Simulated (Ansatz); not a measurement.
PbO₂: do energies and stresses tell the same story?

These are results of Ansatz 0.2.0, DFT PBE, scalar-relativistic, plane waves, PAW, not measurements.

Cutoff 420 eV; k points 14×14×14 on the computed 3-atom cell (Γ-centred); Gaussian smearing, width 0.10 eV; no spin polarisation.

Relaxed cell: Fm-3m, a = 5.408 Å, b = 5.408 Å, c = 5.408 Å, α = 90.00°, β = 90.00°, γ = 90.00°, 3 atoms in the primitive cell. Whether it is the stable form of this composition wasn't checked.

Energies at zero smearing and pressures from the stress tensor, at volumes with shape and atoms relaxed:
| V (Å³/atom) | E − E(first) (meV/atom) | P (GPa) |
| --- | --- | --- |
| 11.598 | 0.00 | 23.21 |
| 11.993 | -47.67 | 15.73 |
| 12.388 | -78.49 | 9.51 |
| 12.784 | -95.26 | 4.33 |
| 13.179 | -100.36 | 0.02 |
| 13.574 | -95.77 | -3.58 |
| 13.970 | -83.05 | -6.61 |
| 14.497 | -55.69 | -9.87 |

Task: Check P = −dE/dV between neighbouring volumes, and get the bulk modulus from the pressures alone.

Result: With 1 eV/Å³ = 160.2 GPa:
```json
{"middle V (Å³/atom)": "11.795", "−ΔE/ΔV (GPa)": "19.318", "mean P (GPa)": "19.469"}
{"middle V (Å³/atom)": "12.191", "−ΔE/ΔV (GPa)": "12.489", "mean P (GPa)": "12.616"}
{"middle V (Å³/atom)": "12.586", "−ΔE/ΔV (GPa)": "6.796", "mean P (GPa)": "6.917"}
{"middle V (Å³/atom)": "12.981", "−ΔE/ΔV (GPa)": "2.066", "mean P (GPa)": "2.174"}
{"middle V (Å³/atom)": "13.377", "−ΔE/ΔV (GPa)": "-1.860", "mean P (GPa)": "-1.781"}
{"middle V (Å³/atom)": "13.772", "−ΔE/ΔV (GPa)": "-5.153", "mean P (GPa)": "-5.096"}
{"middle V (Å³/atom)": "14.233", "−ΔE/ΔV (GPa)": "-8.317", "mean P (GPa)": "-8.241"}
```

The two differ by 0.15 GPa at most. The mean of two end pressures misses the average over a step by about ΔV² P″/12, up to 0.12 GPa here; with that taken off 0.04 GPa remains. The stress is the derivative of the free energy, not of the energy at zero smearing, and with free energies 0.00 GPa remains. Around V = 13.179 Å³/atom, the two neighbours give B = −V ΔP/ΔV = 13.179 × 7.91 / 0.791 = 131.8 GPa, against B0 = 131.3 GPa from the Birch–Murnaghan fit of the energies.

Spin–orbit coupling is left out, which can shift energies with elements as heavy as these.

Cost: 9 runs of about 1.2 core-minutes in all, on Intel Xeon Platinum 8488C (Sapphire Rapids) (shared hosts).